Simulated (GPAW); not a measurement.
# BeS (F-43m) in GPAW: single point with LDA

Aim: the single point of BeS with LDA.

All numbers are computed with GPAW 26.7.0; they aren't measurements. Logs are shortened: lines on timing, memory, paths and dates and some standing lists are left out, and cuts for length are marked. The log counts tension as positive stress, the text compression.

**1. The structure**

The structure is cubic, space group F-43m (No. 216). Conventional cell: a = 4.850 Å, b = 4.850 Å, c = 4.850 Å, α = 90.00°, β = 90.00°, γ = 90.00°. S (site symmetry -43m) has 4 Be at 2.10 Å as nearest neighbours. Be (site symmetry -43m) has 4 S at 2.10 Å as nearest neighbours.

**2. Single point, LDA**

run.py

```python
from ase.dft.bandgap import bandgap
from ase.io import read, write
from ase.units import GPa
from gpaw import GPAW, PW

atoms = read('POSCAR')

calc = GPAW(mode=PW(650),
            xc='LDA',
            kpts={'size': (8, 8, 8), 'gamma': True},
            occupations={'name': 'fermi-dirac', 'width': 0.05},
            nbands=11,
            maxiter=120,
            txt='gpaw.txt')
atoms.calc = calc
energy = atoms.get_potential_energy()
forces = atoms.get_forces()
stress = atoms.get_stress()
calc.write('gs.gpw')
write('result.traj', atoms)
print(f'Energy: {energy:.6f} eV')
print('Forces (eV/A):')
print(forces.round(4))
print('Stress (GPa):', (stress / GPa).round(3))
print('Fermi level:', round(calc.get_fermi_level(), 4), 'eV')
print(f'Gap: {bandgap(calc)[0]:.4f} eV, direct: {bandgap(calc, direct=True)[0]:.4f} eV')
```

POSCAR

```
BeS
1.0
    0.0000000000      2.4250000000      2.4250000000
    2.4250000000      0.0000000000      2.4250000000
    2.4250000000      2.4250000000      0.0000000000
S Be
1 1
Direct
    0.7500000000      0.7500000000      0.7500000000
    0.0000000000      0.0000000000      0.0000000000
```

Potentials or basis: the program's PAW data sets (release 1.2.1) made for this functional, pw.

On the command line:

```sh
$ OMP_NUM_THREADS=1 python run.py
```

gpaw.txt:

```text
__  _  _
 | _ |_)|_||  |
 |__||  | ||/\| - 26.7.0

Input parameters:
  mode=PW(ecut=650.0),
  kpts=MonkhorstPack(size=(8, 8, 8), gamma=True),
  maxiter=120,
  nbands=11,
  occupations=Occupations(name='fermi-dirac', width=0.05),
  xc=XC(name='LDA')

Diagonalizing LCAO Hamiltonian
Converting LCAO to pw mode

                   S

       Be

Atoms  # Å, Bohr magnetons
|   | symbol |        x |        y |        z |    initial magnetic moments |
|---|--------|----------|----------|----------|-----------------------------|
| 0 |      S | 3.637500 | 3.637500 | 3.637500 | ( 0.0000,  0.0000,  0.0000) |
| 1 |     Be | 0.000000 | 0.000000 | 0.000000 | ( 0.0000,  0.0000,  0.0000) |

Unit cell  # Å
| periodic |        x |        y |        z |  lengths |    angles |
|----------|----------|----------|----------|----------|-----------|
|      yes | 0.000000 | 2.425000 | 2.425000 | 3.429468 | 60.000000 |
|      yes | 2.425000 | 0.000000 | 2.425000 | 3.429468 | 60.000000 |
|      yes | 2.425000 | 2.425000 | 0.000000 | 3.429468 | 60.000000 |

Number of symmetries: 24
Symmetry operations  # r_c * U_cc + t_c -> r_c
|    | kind |            matrix            |
|----|------|------------------------------|
|  0 |  E   |  1, 0, 0,  0, 1, 0,  0, 0, 1 |
|  1 |  σ   |  1, 0, 0,  0, 0, 1,  0, 1, 0 |
|  2 |  σ   |  1, 0,-1,  0, 1,-1,  0, 0,-1 |
|  3 |  C3  |  1, 0,-1,  0, 0,-1,  0, 1,-1 |
|  4 |  C3  |  1,-1, 0,  0,-1, 1,  0,-1, 0 |
|  5 |  σ   |  1,-1, 0,  0,-1, 0,  0,-1, 1 |
|  6 |  σ   |  0, 1, 0,  1, 0, 0,  0, 0, 1 |
|  7 |  C3  |  0, 1, 0,  0, 0, 1,  1, 0, 0 |
|  8 |  C2  |  0, 1,-1,  1, 0,-1,  0, 0,-1 |
|  9 |  S4  |  0, 1,-1,  0, 0,-1,  1, 0,-1 |
| 10 |  C3  |  0, 0, 1,  1, 0, 0,  0, 1, 0 |
| 11 |  σ   |  0, 0, 1,  0, 1, 0,  1, 0, 0 |
| 12 |  S4  |  0, 0,-1,  1, 0,-1,  0, 1,-1 |
| 13 |  C3  |  0, 0,-1,  0, 1,-1,  1, 0,-1 |
| 14 |  S4  |  0,-1, 1,  1,-1, 0,  0,-1, 0 |
| 15 |  C2  |  0,-1, 1,  0,-1, 0,  1,-1, 0 |
| 16 |  C3  |  0,-1, 0,  1,-1, 0,  0,-1, 1 |
| 17 |  S4  |  0,-1, 0,  0,-1, 1,  1,-1, 0 |
| 18 |  S4  | -1, 1, 0, -1, 0, 1, -1, 0, 0 |
| 19 |  C3  | -1, 1, 0, -1, 0, 0, -1, 0, 1 |
| 20 |  C3  | -1, 0, 1, -1, 1, 0, -1, 0, 0 |
| 21 |  S4  | -1, 0, 1, -1, 0, 0, -1, 1, 0 |
| 22 |  σ   | -1, 0, 0, -1, 1, 0, -1, 0, 1 |
| 23 |  C2  | -1, 0, 0, -1, 0, 1, -1, 1, 0 |

BZ-sampling:
  Number of BZ points: 512
  Number of IBZ points: 29

  Monkhorst-Pack size: [8, 8, 8]
  Monkhorst-Pack shift: [0.0625, 0.0625, 0.0625]

K-points  # in reciprocal-cell coordinates
|     |                                coordinates |     weight |
|-----|--------------------------------------------|------------|
|   0 | (  0.00000000,   0.00000000,   0.00000000) | 0.00195312 |
|   1 | (  0.12500000,   0.12500000,   0.00000000) | 0.01171875 |
|   2 | (  0.12500000,   0.12500000,   0.12500000) | 0.01562500 |
|   3 | (  0.25000000,   0.12500000,   0.12500000) | 0.02343750 |
|   4 | (  0.25000000,   0.25000000,   0.00000000) | 0.01171875 |
|   5 | (  0.25000000,   0.25000000,   0.12500000) | 0.04687500 |
|   6 | (  0.25000000,   0.25000000,   0.25000000) | 0.01562500 |
|   7 | (  0.37500000,   0.25000000,  -0.37500000) | 0.04687500 |
|   8 | (  0.37500000,   0.25000000,   0.12500000) | 0.04687500 |
|   9 | (  0.37500000,   0.25000000,   0.25000000) | 0.04687500 |
| ... |                                            |            |
|  28 | (  0.50000000,   0.50000000,   0.50000000) | 0.00781250 |

Plane wave coefficients: 1090
Cutoff: 650.0 eV

Spin-components: 1 (collinear spins)
Bands:           11
Projectors:      8
Spin-degeneracy: 2
Datatype:        complex128

Parallelization:
  kpt:    1
  domain: 1
  band:   1

Density:
  Valence electrons: 8.0
  Components: 1
  Grid points: [21 21 21]
  Charge: 0.0  # |e|

Potential:
  Grid points: [21 21 21]

species:
  S:
    name:    Sulfur
    Z:       16.0
    valence: 6
    core:    10
    charge:  0.0  # [|e|]
    compensation charges:
      type: gauss
      rc: 0.24  # [Å]
      lmax: 2
    cutoffs:
      filter: 1.77  # [Å]
      core: 1.66  # [Å]
    projectors
    | kind |    occ | energy [eV] | rcut [Å] |
    |------|--------|-------------|----------|
    |   3s |  2.000 |     -17.278 |    0.974 |
    |   3p |  4.000 |      -7.106 |    0.979 |
    |    s |        |       9.933 |    0.974 |
    |    p |        |      20.105 |    0.979 |
    |    d |        |       0.000 |    0.900 |

    Using partial waves for S as LCAO basis

  Be:
    name:    Beryllium
    Z:       4.0
    valence: 2
    core:    2
    charge:  0.0  # [|e|]
    compensation charges:
      type: gauss
      rc: 0.25  # [Å]
      lmax: 2
    cutoffs:
      filter: 1.42  # [Å]
      core: 1.84  # [Å]
    projectors
    | kind |    occ | energy [eV] | rcut [Å] |
    |------|--------|-------------|----------|
    |   2s |  2.000 |      -5.600 |    0.794 |
    |   2p |  0.000 |      -2.099 |    0.794 |
    |    s |        |      21.612 |    0.794 |

    Using partial waves for Be as LCAO basis

Reference energy: -11217.772390  # eV

eigensolver:
  PPCG
  Converge bands: occupied
  niter=2

density mixing:
  MSR1-Mixer
  Pratt-step length: 0.05
  Maximum mixing coefficient: 0.75
  Old densities: 10
  SVD Regularization: 0.005
  Good broyden scale: 1.0
  Trust region scale: 1.0
  Backstep threshold: 4.0
  History deletion threshold: 6.0
  Fourier metric: weight=20.0, sigma=0.015

occupation numbers:
  Fermi-Dirac:
    width: 0.0500  # eV

poisson solver:
  ecut: 5200.0  # eV

xc functional:
  name: None

convergence criteria:
- Maximum [total energy] change in last 3 cyles: 0.0005 eV / valence electron
- Maximum integral of absolute [dens]ity change: 0.0001 electrons / valence electron
- Maximum integral of absolute [eigenst]ate change: 4e-08 eV^2 / valence electron
maximum number of iterations: 120

SCF iterations
|iter     | |      energy | eigst |  dens |
|---------|-|-------------|-------|-------|
|iter:   1| |  -11.287054 | -0.03 |       |
|iter:   2| |  -11.265755 | -2.33 | -0.92 |
|iter:   3| |  -11.110497 | -2.09 | -0.95 |
|iter:   4| |  -11.108845 | -3.29 | -1.59 |
|iter:   5| |  -11.109045c| -4.66 | -2.22 |
|iter:   6| |  -11.109079c| -5.64 | -2.73 |
|iter:   7| |  -11.109080c| -7.19 | -3.76 |
|iter:   8| |  -11.109080c| -8.14c| -4.18c|

Converged in 8 steps
Energy contributions relative to reference atoms: (reference = -11217.772390)

Energy contributions:
  Kinetic:          11.410892
  Coulomb:         -10.533029
  Zero:              0.018500
  External:          0.000000
  Xc:              -12.005443
  Entropy:          -0.000000
  Spinorbit:         0.000000
  ----------------------------
  Free energy:     -11.109080
  Extrapolated:    -11.109080

dipole moment: (-1.696289, -1.696289, -1.696289)  # |e|*Ang

Fermi level: 6.336
Eigenvalues  # (at kpt = [0.000, 0.000, 0.000])
| band index |      eig [eV] | occ [0-2] |
|------------|---------------|-----------|
|          0 |        -9.173 |     2.000 |
|          1 |         4.514 |     2.000 |
|          2 |         4.514 |     2.000 |
|          3 |         4.514 |     2.000 |
|          4 |        10.021 |     0.000 |
|          5 |        10.021 |     0.000 |
|          6 |        10.021 |     0.000 |
|          7 |        10.157 |     0.000 |
|          8 |        17.162 |     0.000 |
|          9 |        17.162 |     0.000 |
|         10 |        19.135 |     0.000 |

Gap: 2.896 eV
Transition (v -> c):
  (s=0, k=0, n=3, [0.00, 0.00, 0.00]) -> (s=0, k=24, n=4, [0.50, 0.50, 0.00])
Direct/indirect transitions are different
Direct gap: 5.506 eV
Transition at: (s=0, k=0, n=3, [0.00, 0.00, 0.00])

Forces  # eV/Ang
|       x |        y |        z |
|---------|----------|----------|
| 0.00000 | -0.00000 | -0.00000 |  # S    0
| 0.00000 | -0.00000 |  0.00000 |  # Be   1

Stress tensor  # eV/Ang^3
|        x |         y |         z |
|----------|-----------|-----------|
| 0.016598 |  0.000000 |  0.000000 |
| 0.000000 |  0.016598 | -0.000000 |
| 0.000000 | -0.000000 |  0.016598 |

# Writing to gs.gpw (mode='')
```

stdout:

```text
Energy: -11.109080 eV
Forces (eV/A):
[[ 0. -0. -0.]
 [ 0. -0.  0.]]
Stress (GPa): [ 2.659  2.659  2.659 -0.     0.     0.   ]
Fermi level: 6.3361 eV
Gap: 2.8959 eV, direct: 5.5062 eV
```

Wall time 7.9 s (1 thread of Arm Neoverse V1, shared host); peak memory 0.13 GiB.

What came out:

```yaml
Free_energy: -11.1091 eV
Pressure: -2.7 GPa
Band_gap_on_the_k_mesh: 2.90 eV, indirect (least direct gap 5.51 eV)
```

Caveat: the cutoff is short for stress and forces, so pressures can be off by a GPa or more. As with any semilocal functional, this LDA gap is likely too small.
